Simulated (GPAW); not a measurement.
# CdS (Hawleyite) (F-43m) in GPAW: convergence with smearing function

Aim: find how far smearing function must go before the results for CdS (Hawleyite) settle, at PBEsol. This setting moves, with any that are tied to it; all else stays.

Program: GPAW 26.7.0. These are calculated values, not measurements. Logs are shortened: lines on timing, memory, paths and dates and some standing lists are left out, and cuts for length are marked. The log counts tension as positive stress, the text compression.

## (1) The structure

It takes space group F-43m (No. 216, cubic). Conventional cell: a = 5.833 Å, b = 5.833 Å, c = 5.833 Å, α = 90.00°, β = 90.00°, γ = 90.00°. Cd (site symmetry -43m) has 4 S at 2.53 Å as nearest neighbours. S (site symmetry -43m) is surrounded by 4 Cd at 2.53 Å.

## (2) With smearing function fermi-dirac

File run.py:

```python
from ase.dft.bandgap import bandgap
from ase.io import read, write
from ase.units import GPa
from gpaw import GPAW, PW, setup_paths

setup_paths.insert(0, '.')

atoms = read('POSCAR')

calc = GPAW(mode=PW(600),
            xc='PBEsol',
            kpts={'size': (8, 8, 8), 'gamma': True},
            occupations={'name': 'fermi-dirac', 'width': 0.1},
            nbands=18,
            convergence={'density': 1e-05, 'energy': 1e-05},
            maxiter=100,
            txt='gpaw.txt')
atoms.calc = calc
energy = atoms.get_potential_energy()
forces = atoms.get_forces()
stress = atoms.get_stress()
calc.write('gs.gpw')
write('result.traj', atoms)
print(f'Energy: {energy:.6f} eV')
print('Forces (eV/A):')
print(forces.round(4))
print('Stress (GPa):', (stress / GPa).round(3))
print('Fermi level:', round(calc.get_fermi_level(), 4), 'eV')
print(f'Gap: {bandgap(calc)[0]:.4f} eV, direct: {bandgap(calc, direct=True)[0]:.4f} eV')
```

File POSCAR:

```
CdS
1.0
    0.0000000000      2.9165000000      2.9165000000
    2.9165000000      0.0000000000      2.9165000000
    2.9165000000      2.9165000000      0.0000000000
Cd S
1 1
Direct
    0.0000000000      0.0000000000      0.0000000000
    0.7500000000      0.7500000000      0.7500000000
```

Potentials or basis: PAW data sets generated in the run's folder for this functional, pw.

Started as:

```bash
$ gpaw-setup -f PBEsol Cd S
$ OMP_NUM_THREADS=1 python run.py
```

gpaw.txt:

```text
__  _  _
 | _ |_)|_||  |
 |__||  | ||/\| - 26.7.0

Input parameters:
  mode=PW(ecut=600.0),
  convergence={'density': 1e-05, 'energy': 1e-05},
  kpts=MonkhorstPack(size=(8, 8, 8), gamma=True),
  maxiter=100,
  nbands=18,
  occupations=Occupations(name='fermi-dirac', width=0.1),
  xc=XC(name='PBEsol')

Diagonalizing LCAO Hamiltonian
Converting LCAO to pw mode

                     S

       Cd

Atoms  # Å, Bohr magnetons
|   | symbol |        x |        y |        z |    initial magnetic moments |
|---|--------|----------|----------|----------|-----------------------------|
| 0 |     Cd | 0.000000 | 0.000000 | 0.000000 | ( 0.0000,  0.0000,  0.0000) |
| 1 |      S | 4.374750 | 4.374750 | 4.374750 | ( 0.0000,  0.0000,  0.0000) |

Unit cell  # Å
| periodic |        x |        y |        z |  lengths |    angles |
|----------|----------|----------|----------|----------|-----------|
|      yes | 0.000000 | 2.916500 | 2.916500 | 4.124554 | 60.000000 |
|      yes | 2.916500 | 0.000000 | 2.916500 | 4.124554 | 60.000000 |
|      yes | 2.916500 | 2.916500 | 0.000000 | 4.124554 | 60.000000 |

Number of symmetries: 24
Symmetry operations  # r_c * U_cc + t_c -> r_c
|    | kind |            matrix            |
|----|------|------------------------------|
|  0 |  E   |  1, 0, 0,  0, 1, 0,  0, 0, 1 |
|  1 |  σ   |  1, 0, 0,  0, 0, 1,  0, 1, 0 |
|  2 |  σ   |  1, 0,-1,  0, 1,-1,  0, 0,-1 |
|  3 |  C3  |  1, 0,-1,  0, 0,-1,  0, 1,-1 |
|  4 |  C3  |  1,-1, 0,  0,-1, 1,  0,-1, 0 |
|  5 |  σ   |  1,-1, 0,  0,-1, 0,  0,-1, 1 |
|  6 |  σ   |  0, 1, 0,  1, 0, 0,  0, 0, 1 |
|  7 |  C3  |  0, 1, 0,  0, 0, 1,  1, 0, 0 |
|  8 |  C2  |  0, 1,-1,  1, 0,-1,  0, 0,-1 |
|  9 |  S4  |  0, 1,-1,  0, 0,-1,  1, 0,-1 |
| 10 |  C3  |  0, 0, 1,  1, 0, 0,  0, 1, 0 |
| 11 |  σ   |  0, 0, 1,  0, 1, 0,  1, 0, 0 |
| 12 |  S4  |  0, 0,-1,  1, 0,-1,  0, 1,-1 |
| 13 |  C3  |  0, 0,-1,  0, 1,-1,  1, 0,-1 |
| 14 |  S4  |  0,-1, 1,  1,-1, 0,  0,-1, 0 |
| 15 |  C2  |  0,-1, 1,  0,-1, 0,  1,-1, 0 |
| 16 |  C3  |  0,-1, 0,  1,-1, 0,  0,-1, 1 |
| 17 |  S4  |  0,-1, 0,  0,-1, 1,  1,-1, 0 |
| 18 |  S4  | -1, 1, 0, -1, 0, 1, -1, 0, 0 |
| 19 |  C3  | -1, 1, 0, -1, 0, 0, -1, 0, 1 |
| 20 |  C3  | -1, 0, 1, -1, 1, 0, -1, 0, 0 |
| 21 |  S4  | -1, 0, 1, -1, 0, 0, -1, 1, 0 |
| 22 |  σ   | -1, 0, 0, -1, 1, 0, -1, 0, 1 |
| 23 |  C2  | -1, 0, 0, -1, 0, 1, -1, 1, 0 |

BZ-sampling:
  Number of BZ points: 512
  Number of IBZ points: 29

  Monkhorst-Pack size: [8, 8, 8]
  Monkhorst-Pack shift: [0.0625, 0.0625, 0.0625]

K-points  # in reciprocal-cell coordinates
|     |                                coordinates |     weight |
|-----|--------------------------------------------|------------|
|   0 | (  0.00000000,   0.00000000,   0.00000000) | 0.00195312 |
|   1 | (  0.12500000,   0.12500000,   0.00000000) | 0.01171875 |
|   2 | (  0.12500000,   0.12500000,   0.12500000) | 0.01562500 |
|   3 | (  0.25000000,   0.12500000,   0.12500000) | 0.02343750 |
|   4 | (  0.25000000,   0.25000000,   0.00000000) | 0.01171875 |
|   5 | (  0.25000000,   0.25000000,   0.12500000) | 0.04687500 |
|   6 | (  0.25000000,   0.25000000,   0.25000000) | 0.01562500 |
|   7 | (  0.37500000,   0.25000000,  -0.37500000) | 0.04687500 |
|   8 | (  0.37500000,   0.25000000,   0.12500000) | 0.04687500 |
|   9 | (  0.37500000,   0.25000000,   0.25000000) | 0.04687500 |
| ... |                                            |            |
|  28 | (  0.50000000,   0.50000000,   0.50000000) | 0.00781250 |

Plane wave coefficients: 1676
Cutoff: 600.0 eV

Spin-components: 1 (collinear spins)
Bands:           18
Projectors:      11
Spin-degeneracy: 2
Datatype:        complex128

Parallelization:
  kpt:    1
  domain: 1
  band:   1

Density:
  Valence electrons: 18.0
  Components: 1
  Grid points: [24 24 24]
  Charge: 0.0  # |e|

Potential:
  Grid points: [24 24 24]

species:
  Cd:
    name:    Cadmium
    Z:       48.0
    valence: 12
    core:    36
    charge:  0.0  # [|e|]
    compensation charges:
      type: gauss
      rc: 0.38  # [Å]
      lmax: 2
    cutoffs:
      filter: 2.12  # [Å]
      core: 2.62  # [Å]
    projectors
    | kind |    occ | energy [eV] | rcut [Å] |
    |------|--------|-------------|----------|
    |   5s |  2.000 |      -5.696 |    1.191 |
    |   5p |  0.000 |      -1.145 |    1.228 |
    |   4d | 10.000 |     -11.735 |    1.164 |
    |    s |        |      21.516 |    1.191 |
    |    p |        |      26.066 |    1.228 |
    |    d |        |      15.476 |    1.164 |

    Using partial waves for Cd as LCAO basis

  S:
    name:    Sulfur
    Z:       16.0
    valence: 6
    core:    10
    charge:  0.0  # [|e|]
    compensation charges:
      type: gauss
      rc: 0.24  # [Å]
      lmax: 2
    cutoffs:
      filter: 1.77  # [Å]
      core: 1.66  # [Å]
    projectors
    | kind |    occ | energy [eV] | rcut [Å] |
    |------|--------|-------------|----------|
    |   3s |  2.000 |     -17.192 |    0.974 |
    |   3p |  4.000 |      -6.978 |    0.979 |
    |    s |        |      10.020 |    0.974 |
    |    p |        |      20.234 |    0.979 |
    |    d |        |       0.000 |    0.900 |

    Using partial waves for S as LCAO basis

Reference energy: -162942.509679  # eV

eigensolver:
  PPCG
  Converge bands: occupied
  niter=2

density mixing:
  MSR1-Mixer
  Pratt-step length: 0.05
  Maximum mixing coefficient: 0.75
  Old densities: 10
  SVD Regularization: 0.005
  Good broyden scale: 1.0
  Trust region scale: 1.0
  Backstep threshold: 4.0
  History deletion threshold: 6.0
  Fourier metric: weight=20.0, sigma=0.015

occupation numbers:
  Fermi-Dirac:
    width: 0.1000  # eV

poisson solver:
  ecut: 4800.0  # eV

xc functional:
  name: PBEsol with 2 nearest neighbor stencil

convergence criteria:
- Maximum integral of absolute [dens]ity change: 1e-05 electrons / valence electron
- Maximum [total energy] change in last 3 cyles: 1e-05 eV / valence electron
- Maximum integral of absolute [eigenst]ate change: 4e-08 eV^2 / valence electron
maximum number of iterations: 100

SCF iterations
|iter     | |      energy | eigst |  dens |
|---------|-|-------------|-------|-------|
|iter:   1| |   -7.497914 | -0.39 |       |
|iter:   2| |   -7.393811 | -2.19 | -1.14 |
|iter:   3| |   -7.025386 | -1.58 | -1.19 |
|iter:   4| |   -7.020979 | -3.46 | -1.75 |
|iter:   5| |   -7.020026 | -3.85 | -2.19 |
|iter:   6| |   -7.020041 | -5.35 | -2.99 |
|iter:   7| |   -7.020044c| -6.59 | -3.53 |
|iter:   8| |   -7.020044c| -7.51c| -4.74 |
|iter:   9| |   -7.020044c| -8.23c| -5.26c|

Converged in 9 steps
Energy contributions relative to reference atoms: (reference = -162942.509679)

Energy contributions:
  Kinetic:          16.057447
  Coulomb:         -14.664729
  Zero:              0.144671
  External:          0.000000
  Xc:               -8.557373
  Entropy:          -0.000120
  Spinorbit:         0.000000
  ----------------------------
  Free energy:      -7.020104
  Extrapolated:     -7.020044

dipole moment: (-16.501855, -16.501855, -16.501855)  # |e|*Ang

Fermi level: 4.107
Eigenvalues  # (at kpt = [0.000, 0.000, 0.000])
| band index |      eig [eV] | occ [0-2] |
|------------|---------------|-----------|
|          0 |        -8.904 |     2.000 |
|          1 |        -4.199 |     2.000 |
|          2 |        -4.199 |     2.000 |
|          3 |        -4.199 |     2.000 |
|          4 |        -3.706 |     2.000 |
|          5 |        -3.706 |     2.000 |
|          6 |         3.496 |     1.996 |
|          7 |         3.496 |     1.996 |
|          8 |         3.496 |     1.996 |
|          9 |         4.481 |     0.047 |
|         10 |         9.879 |     0.000 |
|         11 |         9.879 |     0.000 |
|         12 |         9.879 |     0.000 |
|         13 |        14.708 |     0.000 |
|         14 |        14.813 |     0.000 |
|         15 |        14.813 |     0.000 |
|         16 |        16.596 |     0.000 |
|         17 |        16.596 |     0.000 |

Gap: 0.985 eV
Transition (v -> c):
  (s=0, k=0, n=8, [0.00, 0.00, 0.00]) -> (s=0, k=0, n=9, [0.00, 0.00, 0.00])
No difference between direct/indirect transitions

Forces  # eV/Ang
|       x |        y |        z |
|---------|----------|----------|
| 0.00000 |  0.00000 |  0.00000 |  # Cd   0
| 0.00000 | -0.00000 | -0.00000 |  # S    1

Stress tensor  # eV/Ang^3
|        x |        y |        z |
|----------|----------|----------|
| 0.002981 | 0.000000 | 0.000000 |
| 0.000000 | 0.002981 | 0.000000 |
| 0.000000 | 0.000000 | 0.002981 |

# Writing to gs.gpw (mode='')
```

stdout:

```text
Energy: -7.020044 eV
Forces (eV/A):
[[ 0.  0.  0.]
 [ 0. -0. -0.]]
Stress (GPa): [0.478 0.478 0.478 0.    0.    0.   ]
Fermi level: 4.1072 eV
Gap: 0.9850 eV, direct: 0.9850 eV
```

Wall time 14 s (1 thread of Intel Xeon Platinum 8488C (Sapphire Rapids), shared host); peak memory 0.16 GiB.

Results:

| Quantity | Value |
| --- | --- |
| Free energy | -7.0201 eV |
| Pressure | -0.5 GPa |
| Band gap on the k mesh | 0.99 eV, direct |

## (3) With smearing function gaussian

run.py, as its differences from that of step 2:

```diff
@@ -12,3 +12,3 @@
             kpts={'size': (8, 8, 8), 'gamma': True},
-            occupations={'name': 'fermi-dirac', 'width': 0.1},
+            occupations={'name': 'methfessel-paxton', 'order': 0, 'width': 0.1},
             nbands=18,
```

POSCAR is that of step 2.

Potentials or basis: PAW data sets generated in the run's folder for this functional, pw.

Started as:

```bash
$ gpaw-setup -f PBEsol Cd S
$ OMP_NUM_THREADS=1 python run.py
```

Wall time 14 s (1 thread of Intel Xeon Platinum 8488C (Sapphire Rapids), shared host); peak memory 0.16 GiB.

It converged, with:

| Item | Value |
| --- | --- |
| Free energy | -7.0201 eV |
| Pressure | -0.5 GPa |
| Band gap on the k mesh | 0.98 eV, direct |

## (4) With smearing function marzari-vanderbilt

run.py, as its differences from that of step 3:

```diff
@@ -12,3 +12,3 @@
             kpts={'size': (8, 8, 8), 'gamma': True},
-            occupations={'name': 'methfessel-paxton', 'order': 0, 'width': 0.1},
+            occupations={'name': 'marzari-vanderbilt', 'width': 0.1},
             nbands=18,
```

POSCAR is that of step 3.

Started as:

```bash
$ gpaw-setup -f PBEsol Cd S
$ OMP_NUM_THREADS=1 python run.py
```

It took 14 s on 1 thread of Intel Xeon Platinum 8488C (Sapphire Rapids), shared host; peak memory 0.16 GiB.

It converged, with:

```
Free energy            : -7.0198 eV
Pressure               : -0.5 GPa
Band gap on the k mesh : 0.99 eV, direct
```

## (5) With smearing function methfessel-paxton

run.py, as its differences from that of step 4:

```diff
@@ -12,3 +12,3 @@
             kpts={'size': (8, 8, 8), 'gamma': True},
-            occupations={'name': 'marzari-vanderbilt', 'width': 0.1},
+            occupations={'name': 'methfessel-paxton', 'width': 0.1, 'order': 1},
             nbands=18,
```

POSCAR is that of step 4.

Started as:

```bash
$ gpaw-setup -f PBEsol Cd S
$ OMP_NUM_THREADS=1 python run.py
```

It took 14 s on 1 thread of Intel Xeon Platinum 8488C (Sapphire Rapids), shared host; peak memory 0.16 GiB.

The run converged. Its results:

```yaml
Free_energy: -7.0200 eV
Pressure: -0.5 GPa
Band_gap_on_the_k_mesh: 0.98 eV, direct
```

## (6) With smearing function tetrahedron-method

run.py, as its differences from that of step 5:

```diff
@@ -12,3 +12,3 @@
             kpts={'size': (8, 8, 8), 'gamma': True},
-            occupations={'name': 'methfessel-paxton', 'width': 0.1, 'order': 1},
+            occupations={'name': 'tetrahedron-method'},
             nbands=18,
```

POSCAR is that of step 5.

Potentials or basis: PAW data sets generated in the run's folder for this functional, pw.

Started as:

```bash
$ gpaw-setup -f PBEsol Cd S
$ OMP_NUM_THREADS=1 python run.py
```

It took 14 s on 1 thread of Intel Xeon Platinum 8488C (Sapphire Rapids), shared host; peak memory 0.16 GiB.

It converged, with:

```yaml
Free_energy: -7.0201 eV
Pressure: -0.5 GPa
Band_gap_on_the_k_mesh: 0.98 eV, direct
```

## (7) With smearing function improved-tetrahedron-method

run.py, as its differences from that of step 6:

```diff
@@ -12,3 +12,3 @@
             kpts={'size': (8, 8, 8), 'gamma': True},
-            occupations={'name': 'tetrahedron-method'},
+            occupations={'name': 'improved-tetrahedron-method'},
             nbands=18,
```

POSCAR is that of step 6.

Started as:

```bash
$ gpaw-setup -f PBEsol Cd S
$ OMP_NUM_THREADS=1 python run.py
```

Wall time 14 s (1 thread of Intel Xeon Platinum 8488C (Sapphire Rapids), shared host); peak memory 0.16 GiB.

Results (log left out):

| Quantity | Value |
| --- | --- |
| Free energy | -7.0201 eV |
| Pressure | -0.5 GPa |
| Band gap on the k mesh | 0.98 eV, direct |

## (8) With smearing function fixed

run.py, as its differences from that of step 7:

```diff
@@ -12,3 +12,3 @@
             kpts={'size': (8, 8, 8), 'gamma': True},
-            occupations={'name': 'improved-tetrahedron-method'},
+            occupations={'width': 0.0},
             nbands=18,
```

POSCAR is that of step 7.

Started as:

```bash
$ gpaw-setup -f PBEsol Cd S
$ OMP_NUM_THREADS=1 python run.py
```

It took 14 s on 1 thread of Intel Xeon Platinum 8488C (Sapphire Rapids), shared host; peak memory 0.16 GiB.

Results (log left out):

- Free energy: -7.0201 eV
- Pressure: -0.5 GPa
- Band gap on the k mesh: 0.98 eV, direct

## (9) Result

| smearing function | energy less the tightest run, at zero smearing (meV/atom) | SCF cycles | CPU time (s) | peak memory (GiB) |
| --- | --- | --- | --- | --- |
| fermi-dirac | 0.02 | 9 | 14 | 0.16 |
| gaussian | 0.00 | 9 | 14 | 0.16 |
| marzari-vanderbilt | 0.16 | 9 | 14 | 0.16 |
| methfessel-paxton | 0.00 | 9 | 14 | 0.16 |
| tetrahedron-method | 0.00 | 9 | 14 | 0.16 |
| improved-tetrahedron-method | 0.00 | 9 | 14 | 0.16 |
| fixed | 0.00 | 9 | 14 | 0.16 |

Against the tightest run, the energy stays within 1 meV/atom from fermi-dirac on. The tightest run that finished is the yardstick and may itself not be fully converged.
